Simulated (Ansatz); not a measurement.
System: HgSe (zinc blende type, first atom moved by 0.06 Å along [111]), 2 atoms in the cell.

```xyz
2
Lattice="0.0000 3.1350 3.1350 3.1350 0.0000 3.1350 3.1350 3.1350 0.0000" Properties=species:S:1:pos:R:3 pbc="T T T"
Hg    0.0346    0.0346    0.0346
Se    1.5675    1.5675    1.5675
```

Code and potentials: Ansatz PAW hard set, 700 eV. Settings: k-mesh 4×4×4 Γ-centred; Fermi–Dirac smearing of 0.1 eV; no spin polarisation; no spin–orbit coupling. For HSE06: exchange singularity: Wigner-Seitz.

One run gave:

- Pressure: -1.63 GPa

```csv
atom,Fx (eV/Å),Fy (eV/Å),Fz (eV/Å)
Hg1,-0.094,-0.094,-0.094
Se2,0.094,0.094,0.094
```

Which level of theory was it?
A. HSE06
B. PBE

A. All runs:

```
level  pressure (GPa)  rms force (eV/Å)
  PBE            0.17             0.177
HSE06           -1.63             0.163
```

The stress includes the program's correction for the finite plane-wave basis.

The k-mesh is coarse, so these values belong to this mesh and can lie far from the converged ones. Potentials made with PBE were used with another functional (at least in: Ansatz PAW hard set, 700 eV (HSE06)).
